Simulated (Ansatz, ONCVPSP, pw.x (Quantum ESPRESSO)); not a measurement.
# From atom to crystal: ONCV potential for Co

cobalt (Co), optimised norm-conserving Vanderbilt (ONCV), made with ONCVPSP 4.0.1.1 (patched build) (PBEsol, scalar-relativistic). Core [Ne], reference 3s2 3p6 3d7.5 4s1.5. Waves: 3s+4s: rc 1.35 bohr, ncon 4, nbas 8, qcut 8.2 1/bohr, 2 projectors; 3p: rc 1.15 bohr, ncon 4, nbas 8, qcut 12.8 1/bohr, 1 projector; 3d: rc 1.55 bohr, ncon 5, nbas 10, qcut 10.4 1/bohr, 1 projector. Local part: polynomial inside 1.10 bohr (lpopt 5, dvloc0 6 Ha). Core correction: Teter function, fcfact 1.5, rcfact 1.4.

Crystal test: bcc Co in pw.x 7.5, no spin, 17³ k-points, Fermi–Dirac smearing 0.01 Ry, cutoffs 115/460 Ry. The reference is all-electron LAPW (Ansatz 0.2.0) with the same functional, mesh and smearing; V0 and B0 come from Birch–Murnaghan fits to the pressures at five volumes. Errors are pseudo minus all-electron; Δ is the rms difference of the E(V) curves that follow from these fits, minima aligned, over ±6 % about the mean V0. Mesh and smearing are coarse, so the numbers serve the comparison and aren't converged zero-temperature values; the lattice is a test structure that the element need not adopt. Spin polarisation and strong correlation are left out, which matters for this element.

| V (Å³/atom) | P all-electron (GPa) | P pseudo (GPa) |
| --- | --- | --- |
| 9.621 | 16.34 | 20.17 |
| 9.874 | 8.02 | 11.51 |
| 10.127 | 0.79 | 4.00 |
| 10.380 | -5.46 | -2.52 |
| 10.633 | -10.89 | -8.18 |

All-electron: a0 = 2.729 Å (V0 = 10.16 Å³/atom), B0 = 264.8 GPa.

Pseudopotential: mean pressure error (GPa): +3.24; a0 (Å): 2.739; a0 error (%): +0.40; B0 error (%): -1.5; Δ (meV/atom): 7.0.

Problem. At the middle volume, how do free energy and pressure move when the wave cutoff is lowered (ecutrho kept at four times it)?

Solution.

```tsv
cutoff (Ry)	shift of F (meV/atom)	shift of P (GPa)
52	+36530.0	-1906.18
69	+5386.0	-514.64
92	+121.4	-24.91
```

Input at the middle volume:

```
&control
  calculation='scf', prefix='x', pseudo_dir='./', outdir='./tmp', tstress=.true., disk_io='none'
/
&system
  ibrav=0, nat=1, ntyp=1, ecutwfc=115, ecutrho=460, nbnd=17,
  occupations='smearing', smearing='fd', degauss=0.01
/
&electrons
  conv_thr=1e-09, mixing_beta=0.4, electron_maxstep=70
/
ATOMIC_SPECIES
Co 1.0 Co.UPF
CELL_PARAMETERS angstrom
  -1.36293017 1.36293017 1.36293017
  1.36293017 -1.36293017 1.36293017
  1.36293017 1.36293017 -1.36293017
ATOMIC_POSITIONS crystal
Co 0.0000 0.0000 0.0000
K_POINTS automatic
17 17 17 0 0 0
```

```bash
pw.x < Co.scf.in > Co.scf.out
```

Lines of the output:

```
Message from routine setup:
     using ibrav=0 with symmetry is DISCOURAGED, use correct ibrav instead
     lattice parameter (alat)  =       4.4610  a.u.
     unit-cell volume          =      68.3404 (a.u.)^3
     number of electrons       =        17.00
     number of Kohn-Sham states=           17
     kinetic-energy cutoff     =     115.0000  Ry
     charge density cutoff     =     460.0000  Ry
     scf convergence threshold =      1.0E-09
     Exchange-correlation= PBESOL
     number of k points=   165  Fermi-Dirac smearing, width (Ry)=  0.0100
     iteration #  1     ecut=   115.00 Ry     beta= 0.40
     total energy              =    -288.67251863 Ry
     estimated scf accuracy    <       0.14594203 Ry
     iteration #  2     ecut=   115.00 Ry     beta= 0.40
     total energy              =    -288.71072425 Ry
     estimated scf accuracy    <       0.02477091 Ry
     iteration #  3     ecut=   115.00 Ry     beta= 0.40
     total energy              =    -288.71507540 Ry
     estimated scf accuracy    <       0.00057556 Ry
     iteration #  4     ecut=   115.00 Ry     beta= 0.40
     total energy              =    -288.71514992 Ry
     estimated scf accuracy    <       0.00001981 Ry
     iteration #  5     ecut=   115.00 Ry     beta= 0.40
     total energy              =    -288.71515121 Ry
     estimated scf accuracy    <       0.00000148 Ry
     iteration #  6     ecut=   115.00 Ry     beta= 0.40
     total energy              =    -288.71515123 Ry
     estimated scf accuracy    <       0.00000034 Ry
     iteration #  7     ecut=   115.00 Ry     beta= 0.40
     total energy              =    -288.71515132 Ry
     estimated scf accuracy    <       0.00000011 Ry
     iteration #  8     ecut=   115.00 Ry     beta= 0.40
     the Fermi energy is    20.3539 ev
!    total energy              =    -288.71515134 Ry
     estimated scf accuracy    <          1.2E-10 Ry
     smearing contrib. (-TS)   =      -0.01329004 Ry
     The total energy is F=E-TS. E is the sum of the following terms:
     one-electron contribution =    -128.41236800 Ry
     hartree contribution      =      75.77876211 Ry
     xc contribution           =     -31.89197377 Ry
     ewald contribution        =    -204.17628165 Ry
     convergence has been achieved in   8 iterations
          total   stress  (Ry/bohr**3)                   (kbar)     P=       40.00
     Message from routine punch:
     Nothing written, as per user request (disk_io='none')
```

The run at the middle volume (165 k-points, 8 iterations) took about 27 s on one core of a shared host (Intel(R) Xeon(R) Platinum 8488C, 96 threads, 372 GiB, load 64).
